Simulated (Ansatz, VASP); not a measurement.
# Be: VASP beside Ansatz

```xyz
1
Lattice="-1.2275 1.2275 1.2275 1.2275 -1.2275 1.2275 1.2275 1.2275 -1.2275" Properties=species:S:1:pos:R:3 pbc="T T T"
Be    0.0000    0.0000    0.0000
```

Change from the starting cell: volume scaled by 0.94.

Alike in both runs: task single point; functional PBEsol; k mesh 23 × 23 × 23; occupations fermi-dirac, width 0.03 eV; no spin polarisation.

|  | VASP | Ansatz |
| --- | --- | --- |
| version | VASP 6.6.1 | Ansatz 0.2.0 |
| potentials or method | VASP PAW PBE potentials, release 64 (Be), cutoff 520 eV | all-electron LAPW, scalar-relativistic |

Ansatz gave:

- pressure (GPa): 6.0

Problem. What did VASP give for the same quantities?

Solution. Pressure (GPa): 6.6.

Ansatz ran all-electron here, so the differences hold the error of VASP's frozen core and of both bases.

Caveats: the PAW data sets were made with another functional, which shifts forces and pressure a little (VASP).
